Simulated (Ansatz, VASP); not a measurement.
Au: VASP beside Ansatz

File INCAR:

```
PREC     = Accurate       # precision mode
ENCUT    = 520            # plane-wave cutoff, eV
EDIFF    = 1E-6           # SCF threshold, eV
ISMEAR   = 0              # smearing method
SIGMA    = 0.025          # smearing width, eV
LREAL    = F              # projectors in reciprocal space
LASPH    = T              # aspherical terms in the spheres
NELM     = 60             # most SCF steps
ALGO     = Normal         # electronic algorithm
ISIF     = 2              # what is computed and relaxed
LWAVE    = F              # write WAVECAR
LCHARG   = F              # write CHGCAR
GGA      = PE             # functional
NBANDS   = 12             # bands
```

The input KPOINTS:

```
Automatic mesh
0
Gamma
  11 11 11
```

Contents of POSCAR:

```
Au
1.0
    0.0000000000      2.0350000000      2.0350000000
    2.0350000000      0.0000000000      2.0350000000
    2.0350000000      2.0350000000      0.0000000000
Au
1
Direct
    0.0000000000      0.0000000000      0.0000000000
```

The input input.yaml:

```yaml
crystal:
  lattice:
    - [0.0, 2.035, 2.035]
    - [2.035, 0.0, 2.035]
    - [2.035, 2.035, 0.0]
  atoms:
    - { symbol: Au, position: [0.0, 0.0, 0.0] }
kpoints:
  mp_grid: { grid: [11, 11, 11] }
scf:
  occupations: { method: gaussian, width: 0.025 }
hamiltonian:
  xc: pbe
  pseudopotentials: { kind: all_electron, lapw: { basis_error: 0.001 } }
output:
  forces: true
  stress: true
  eigenvalues: true
```

Alike in both runs: task single point; functional PBE; k mesh 11 × 11 × 11; occupations gaussian, width 0.025 eV; no spin polarisation.

|  | VASP | Ansatz |
| --- | --- | --- |
| version | VASP 6.6.1 | Ansatz 0.2.0 |
| potentials or method | VASP PAW PBE potentials, release 64 (Au) | all-electron LAPW, scalar-relativistic |
| plane-wave cutoff (eV) | 520 | see its input |

```csv
,VASP,Ansatz,Ansatz less VASP
gap on the k mesh at the Fermi level (eV),none,none,-
pressure (GPa),10.5,10.8,+0.30
```

A gap of «none» marks a metal or a gap that the smearing closes. Ansatz ran all-electron here, so the differences hold the error of VASP's frozen core and of both bases.

The runs have no spin-orbit coupling, so splittings on Au are missing.
